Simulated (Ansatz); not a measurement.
# Eigenvalues along a path: Se (beta tin type)

```
CELL_PARAMETERS angstrom
-2.87788 2.87788 1.37020
2.87788 -2.87788 1.37020
2.87788 2.87788 -1.37020
ATOMIC_POSITIONS crystal
Se 0.62500 0.87500 0.75000
Se 0.37500 0.12500 0.25000
```

The cell comes from a relaxation on PAW files under the same functional, begun from a prototype that needn't be the stable phase.

Level of theory: DFT with PBE, scalar-relativistic, in Ansatz 0.2.0; a Γ-centred 16×16×16 k mesh, Fermi–Dirac smearing of 0.1 eV, no spin polarisation. LAPW: all electrons, basis error target 1 meV/atom.

Path points, in fractions of the reciprocal vectors: Γ (0.000, 0.000, 0.000), X (0.000, 0.000, 0.500), M (-0.500, 0.500, 0.500), Z (0.307, 0.307, -0.307), Z0 (-0.307, 0.693, 0.307), P (0.250, 0.250, 0.250). The distance column jumps between branches of the path. Levels in eV from the Fermi level; bands 19 to 27, counted from the lowest band of the run. The gap is zero, the pressure -0.01 GPa.

```
# k(1/Å) point b19 b20 b21 b22 b23 b24 b25 b26 b27
0.000 Γ -15.90 -12.39 -4.86 -4.86 0.79 0.79 3.05 3.47 3.51
0.110 - -15.87 -12.46 -4.82 -4.82 0.62 0.62 3.20 3.49 3.51
0.221 - -15.77 -12.64 -4.71 -4.70 0.16 0.18 3.49 3.51 3.64
0.331 - -15.61 -12.91 -4.52 -4.49 -0.45 -0.41 3.47 3.51 4.35
0.441 - -15.39 -13.26 -4.25 -4.20 -1.12 -1.06 3.45 3.49 5.28
0.551 - -15.11 -13.64 -3.90 -3.84 -1.78 -1.71 3.44 3.47 6.40
0.662 - -14.79 -14.04 -3.48 -3.40 -2.41 -2.33 3.43 3.45 7.66
0.772 X -14.43 -14.43 -2.98 -2.98 -2.90 -2.90 3.43 3.43 8.97
0.882 - -14.42 -14.42 -3.80 -3.80 -2.02 -2.02 3.42 3.42 9.05
0.992 - -14.38 -14.38 -4.59 -4.59 -1.09 -1.09 3.39 3.39 9.26
1.103 - -14.32 -14.32 -5.28 -5.28 -0.17 -0.17 3.34 3.34 9.61
1.213 - -14.25 -14.25 -5.85 -5.85 0.66 0.66 3.28 3.28 10.06
1.323 - -14.18 -14.18 -6.28 -6.28 1.36 1.36 3.23 3.23 10.36
1.434 - -14.14 -14.14 -6.54 -6.54 1.83 1.83 3.19 3.19 10.26
1.544 M -14.12 -14.12 -6.63 -6.63 2.00 2.00 3.18 3.18 10.18
1.700 - -14.25 -14.06 -6.57 -6.34 1.44 1.93 3.20 3.21 9.91
1.856 - -14.57 -13.87 -6.37 -5.53 0.18 1.73 3.26 3.28 8.86
2.012 - -14.97 -13.58 -6.07 -4.34 -1.28 1.47 3.34 3.35 7.02
2.168 - -15.34 -13.21 -5.70 -2.89 -2.66 1.21 3.41 3.42 5.44
2.324 - -15.64 -12.82 -5.30 -3.80 -1.32 0.99 3.47 3.47 4.18
2.479 - -15.83 -12.51 -4.98 -4.58 0.12 0.84 3.35 3.49 3.50
2.635 Γ -15.90 -12.39 -4.86 -4.86 0.79 0.79 3.05 3.47 3.51
2.836 - -15.77 -12.28 -4.74 -4.74 0.85 0.85 2.38 2.40 3.20
3.037 - -15.38 -11.94 -4.40 -4.40 0.21 0.26 1.00 1.00 3.64
3.238 - -14.76 -11.44 -3.88 -3.88 -2.05 -1.89 1.10 1.10 4.38
3.439 - -13.96 -10.89 -4.05 -3.64 -3.32 -3.32 0.97 0.97 5.40
3.640 - -13.12 -10.63 -5.55 -4.59 -3.06 -3.06 0.80 0.80 6.65
3.841 - -12.54 -10.98 -6.22 -4.39 -3.47 -3.47 1.11 1.11 7.02
4.042 Z -12.55 -11.76 -5.74 -4.30 -4.30 -3.19 1.73 1.73 7.65
5.251 Z0 -12.55 -11.76 -5.74 -4.30 -4.30 -3.19 1.73 1.73 7.65
5.377 - -12.81 -12.31 -4.89 -4.85 -4.85 -2.11 2.03 2.03 8.26
5.504 - -13.15 -12.82 -5.36 -5.36 -3.75 -0.88 2.18 2.18 9.10
5.631 - -13.48 -13.26 -5.81 -5.81 -2.41 0.44 2.20 2.20 10.16
5.757 - -13.76 -13.62 -6.16 -6.16 -0.94 1.76 2.15 2.15 10.59
5.884 - -13.97 -13.88 -6.42 -6.42 0.59 2.08 2.08 2.90 10.35
6.011 - -14.09 -14.05 -6.58 -6.58 2.02 2.02 2.05 3.52 10.18
6.137 M -14.12 -14.12 -6.63 -6.63 2.00 2.00 3.18 3.18 10.18
6.909 X -14.43 -14.43 -2.98 -2.98 -2.90 -2.90 3.43 3.43 8.97
7.073 - -14.35 -14.35 -2.91 -2.91 -2.82 -2.82 2.64 2.64 9.02
7.237 - -14.10 -14.10 -2.75 -2.75 -2.59 -2.59 1.00 1.00 9.12
7.400 - -13.70 -13.70 -2.65 -2.65 -2.22 -2.22 -0.60 -0.60 9.07
7.564 - -13.18 -13.18 -3.32 -3.32 -1.74 -1.74 -1.23 -1.23 8.47
7.728 - -12.59 -12.59 -4.58 -4.58 -1.22 -1.22 -0.98 -0.98 7.47
7.892 - -12.08 -12.08 -5.60 -5.60 -0.77 -0.77 -0.64 -0.64 6.63
8.056 P -11.86 -11.86 -5.99 -5.99 -0.59 -0.59 -0.51 -0.51 6.30
```
